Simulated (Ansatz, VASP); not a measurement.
**One calculation of LiCl, two programs**

File INCAR:

```
SYSTEM = LiCl
PREC     = Accurate       ! precision mode
ENCUT    = 520            ! plane-wave cutoff, eV
EDIFF    = 1E-6           ! SCF threshold, eV
ISMEAR   = 0              ! smearing method
SIGMA    = 0.05           ! smearing width, eV
LREAL    = .FALSE.        ! projectors in reciprocal space
LASPH    = .TRUE.         ! aspherical terms in the spheres
NELM     = 60             ! most SCF steps
ALGO     = Normal         ! electronic algorithm
ISIF     = 2              ! what is computed and relaxed
LWAVE    = .FALSE.        ! write WAVECAR
LCHARG   = .FALSE.        ! write CHGCAR
GGA      = PE             ! functional
NBANDS   = 12             ! bands
```

File KPOINTS:

```
Automatic mesh
0
G
  8 8 8
  0 0 0
```

File POSCAR:

```
LiCl
1.0
    0.0000000000      2.6032314000      2.6032314000
    2.6032314000      0.0000000000      2.6032314000
    2.6032314000      2.6032314000      0.0000000000
Li Cl
1 1
Direct
    0.0000000000      0.0000000000      0.0000000000
    0.5000000000      0.5000000000      0.5000000000
```

Input for Ansatz:

```yaml
crystal:
  lattice:
    - [0.0, 2.6032314, 2.6032314]
    - [2.6032314, 0.0, 2.6032314]
    - [2.6032314, 2.6032314, 0.0]
  atoms:
    - { symbol: Li, position: [0.0, 0.0, 0.0] }
    - { symbol: Cl, position: [0.5, 0.5, 0.5] }
basis:
  ecutwfc: 420
kpoints:
  mp_grid: { grid: [8, 8, 8] }
hamiltonian:
  xc: pbe
scf:
  occupations: { method: gaussian, width: 0.05 }
output:
  forces: true
  stress: true
  eigenvalues: true
```

Change from the starting cell: strain +0.015 along x and y, +0.015 along z, atoms carried along.

Alike in both runs: task single point; functional PBE; k mesh 8 × 8 × 8; occupations gaussian, width 0.05 eV; no spin polarisation.

|  | VASP | Ansatz |
| --- | --- | --- |
| version | VASP 6.6.1 | Ansatz 0.2.0 |
| potentials or method | VASP PAW PBE potentials, release 64 (Li_sv, Cl) | scalar-relativistic, plane waves, PAW |
| plane-wave cutoff (eV) | 520 | 420 |
| valence electrons in the cell | 10 | 10 |

Ansatz gave:

| Item | Value |
| --- | --- |
| gap on the k mesh at the Fermi level (eV) | 6.08 |
| least direct gap on the mesh (eV) | 6.08 |

Estimate VASP's values.

gap on the k mesh at the Fermi level (eV): 6.09; least direct gap on the mesh (eV): 6.09.

 A k mesh can miss the band edges.
